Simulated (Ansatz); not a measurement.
Input, command and steps of an Ansatz relaxation.

```yaml
crystal:
  lattice:
    - [3.1900785645, 0.0, 0.0]
    - [-1.5950392822, 2.7626890769, 0.0]
    - [0.0, 0.0, 5.1213818471]
  atoms:
    - { symbol: Al, position: [0.3333333333, 0.6666666667, -0.0006072924] }
    - { symbol: Al, position: [0.6666666667, 0.3333333333, 0.4993927076] }
    - { symbol: "N", position: [0.3333333333, 0.6666666667, 0.3806072924] }
    - { symbol: "N", position: [0.6666666667, 0.3333333333, 0.8806072924] }
basis:
  ecutwfc: 420
kpoints:
  mp_grid: { grid: [9, 9, 6] }
hamiltonian:
  xc: pbe
scf:
  occupations: { method: gaussian, width: 0.02 }
output:
  forces: true
  stress: true
  eigenvalues: true
relax:
  adjacent_minimum: "off"
  f_tol: 0.01
  max_steps: 30
  cell: { stress_tol: 0.1, fix: [volume] }
```

```bash
ansatz run input.yaml --threads 1 --pin off --max-ram 2560MiB --backend cpu --events-out ev --progress --plain --runs-dir out
```

Theory: Ansatz, DFT PBE, scalar-relativistic, plane waves, PAW.

The volume is held at 1.06 times that of the relaxed cell.

Of 3 frames 3 are shown, positions in Å and forces in eV/Å; the SCF threshold varies from step to step. Steps run on the plane waves of an earlier cell, with a Pulay correction in the pressure. The basis is chosen afresh for the last frame, the zero of the energies, and at times for earlier ones too; energy and pressure step there, also at an unchanged geometry.

```xyz
4
Lattice="3.1901 0.0000 0.0000 -1.5950 2.7627 0.0000 0.0000 0.0000 5.1214" Properties=species:S:1:pos:R:3:forces:R:3 pbc="T T T" step=1 free_energy_over_end_meV_per_atom=0.03 pressure_GPa=-10.03
Al    0.0000    1.8418   -0.0031    0.0000    0.0000    0.0133
Al    1.5950    0.9209    2.5576    0.0000    0.0000    0.0133
N     0.0000    1.8418    1.9492    0.0000    0.0000   -0.0133
N     1.5950    0.9209    4.5099    0.0000    0.0000   -0.0133
4
Lattice="3.1884 0.0000 0.0000 -1.5942 2.7612 0.0000 0.0000 0.0000 5.1269" Properties=species:S:1:pos:R:3:forces:R:3 pbc="T T T" step=2 free_energy_over_end_meV_per_atom=0.01 pressure_GPa=-10.02
Al    0.0000    1.8408   -0.0021    0.0000    0.0000    0.0058
Al    1.5942    0.9204    2.5613    0.0000    0.0000    0.0058
N     0.0000    1.8408    1.9504    0.0000    0.0000   -0.0058
N     1.5942    0.9204    4.5138    0.0000    0.0000   -0.0058
4
Lattice="3.1884 0.0000 0.0000 -1.5942 2.7612 0.0000 0.0000 0.0000 5.1269" Properties=species:S:1:pos:R:3:forces:R:3 pbc="T T T" step=3 free_energy_over_end_meV_per_atom=0.00 pressure_GPa=-10.02
Al    0.0000    1.8408   -0.0021    0.0000    0.0000    0.0058
Al    1.5942    0.9204    2.5613    0.0000    0.0000    0.0058
N     0.0000    1.8408    1.9504    0.0000    0.0000   -0.0058
N     1.5942    0.9204    4.5138    0.0000    0.0000   -0.0058
```

Time: 8.1 s on 1 thread of Arm Neoverse V2, on a shared host, peak memory 0.32 GiB.